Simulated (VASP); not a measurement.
**Sb2Se3: relaxation of cell and atoms with PBE**

The system is Sb2Se3.

```xyz
5
Lattice="4.5797 0.0000 0.0000 0.0000 5.6599 0.0000 0.0000 0.0000 6.2296" Properties=species:S:1:pos:R:3 pbc="T T T"
Sb    2.2898    2.8300    4.4425
Sb    2.2898    2.8300    1.7871
Se    0.0000    2.8300    3.1148
Se    0.0000    0.0000    0.0000
Se    0.0000    0.0000    3.1148
```

The cell was built by a generator and needn't be a form met in nature.

- Program: VASP 6.6.1
- Task: relaxation of cell and atoms
- Functional: PBE
- Potentials or basis: VASP PAW PBE potentials, release 64 (Sb, Se)
- Cutoff: 520 eV
- k mesh: 3 × 3 × 3
- Occupations: gaussian, width 0.15 eV
- Spin: no spin polarisation
- Further INCAR settings: PREC = Normal; ALGO = Fast; EDIFF = 0.0001; IBRION = 2; EDIFFG = -0.08; NSW = 24; ISIF = 3

```json
{
 "Relaxed volume": "30.49 Å³/atom",
 "Relaxed cell": "a = 5.225 Å, b = 5.155 Å, c = 5.659 Å, α = 90.00°, β = 90.00°, γ = 90.00°",
 "Space group after relaxing (to 0.05 Å)": "Pmmm (No. 47)",
 "Energy gained by relaxing": "315.0 meV/atom",
 "Ionic steps": "12",
 "Pressure after relaxing": "0.0 GPa",
 "Largest force after relaxing": "0.022 eV/Å",
 "Band gap on the k mesh": "none (metal or under the smearing width)"
}
```

Forces in eV/Å, atoms in the order of the input:
```
Sb   0.000  0.000  0.022
Sb   0.000  0.000 -0.022
Se   0.000  0.000  0.000
Se   0.000  0.000  0.000
Se   0.000  0.000  0.000
```

The path:
```tsv
step	energy change (eV)	largest force (eV/Å)	pressure (GPa)	volume (Å³)
1	0.0000	2.1588	3.79	161.48
2	-1.0315	0.3530	-4.24	178.54
3	-1.0354	0.2257	-3.81	176.85
4	-1.4781	0.9232	-0.63	160.74
5	-1.4783	0.9496	-0.58	160.47
6	-1.5554	0.3694	-0.25	155.41
7	-1.5660	0.0128	0.29	151.92
8	-1.5670	0.1138	0.16	152.76
9	-1.5735	0.0076	-0.31	153.67
10	-1.5736	0.0034	-0.32	153.60
11	-1.5735	0.0106	-0.29	153.54
12	-1.5749	0.0220	0.04	152.44
```

Final structure:
```cif
data_structure
_symmetry_space_group_name_H-M 'P 1'
_symmetry_Int_Tables_number 1
_cell_length_a 5.2248
_cell_length_b 5.1553
_cell_length_c 5.6593
_cell_angle_alpha 90.000
_cell_angle_beta 90.000
_cell_angle_gamma 90.000
_cell_volume 152.44
loop_
_atom_site_label
_atom_site_type_symbol
_atom_site_fract_x
_atom_site_fract_y
_atom_site_fract_z
_atom_site_occupancy
Sb1 Sb 0.50000 0.50000 0.74448 1
Sb2 Sb 0.50000 0.50000 0.25552 1
Se1 Se 0.00000 0.50000 0.50000 1
Se2 Se 0.00000 0.00000 0.00000 1
Se3 Se 0.00000 0.00000 0.50000 1
```

Levels at points of the mesh, in eV from the Fermi level:
| k point | band 12 | band 13 | band 14 | band 15 | band 16 | band 17 |
| --- | --- | --- | --- | --- | --- | --- |
| (0.00, 0.00, 0.00) | -1.43 | -0.63 | -0.17 | 0.48 | 1.31 | 2.63 |

Run time: 79 s on 2 MPI ranks on Intel(R) Xeon(R) Platinum 8488C (Sapphire Rapids), on a shared host, peak memory 0.18 GiB a rank.

Caveat: the k mesh is coarse (spacing up to 0.46 Å⁻¹), so the values aren't converged; the relaxation stopped at a loose force limit of 0.08 eV/Å, so its end isn't a converged minimum. The run has no spin-orbit coupling, so splittings on Sb are missing.
